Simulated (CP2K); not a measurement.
**CoO under changes of volume**

One of the cells (8.493 Å³/atom); the others are scaled copies at fixed shape and fractional positions:

```xyz
2
Lattice="2.5705 0.0000 0.0000 0.0000 2.5705 0.0000 0.0000 0.0000 2.5705" Properties=species:S:1:pos:R:3 pbc="T T T"
Co    0.0000    0.0000    0.0000
O     1.2853    1.2853    1.2853
```

Measurements of this composition are mostly on another form, of space group No. 225.

| Item | Value |
| --- | --- |
| Program | CP2K 2026.2 |
| Functional | PBE |
| Potentials or basis | POTENTIAL_UZH Co GTH-PBE-q17, O GTH-PBE-q6; TZVP-MOLOPT-PBE-GTH basis |
| Density cutoff | 11565 eV |
| k mesh | 10 × 10 × 10 |
| Occupations | fermi-dirac, width 0.05 eV |
| Spin | collinear spin, ferromagnetic start |
| Starting moments | [3.0, 0.0] μB |

```csv
volume (Å³/atom),energy over the lowest point (meV/atom),pressure (GPa)
7.983,?,?
8.153,60.43,24.4
8.323,38.06,18.5
8.493,21.64,13.3
8.662,10.44,8.7
8.832,3.49,4.9
9.002,0.00,1.5
```

Problem. What does the run at 7.983 Å³/atom give?

Solution. Energy over the lowest point 89.48 meV/atom; pressure 31.0 GPa.

Worked out: A Birch-Murnaghan fit of order 3 (a polynomial in V^(-2/3)) to the other rows has its minimum at 9.12 Å³/atom, just outside them, with B0 = V·E''(V) = 130 GPa (rough, since the energies scatter). It gives 90.02 meV/atom at 7.983 Å³/atom, against the run's 89.48, and -dE/dV = 31.6 GPa, against 31.0.

Energies are extrapolated to zero smearing.

Caveats: the basis of atomic orbitals isn't converged, which shifts pressures, moduli and gaps; the total moment is fixed, so each spin has its own Fermi level; a cell with one magnetic atom can't hold antiferromagnetic order, which such compounds often take.
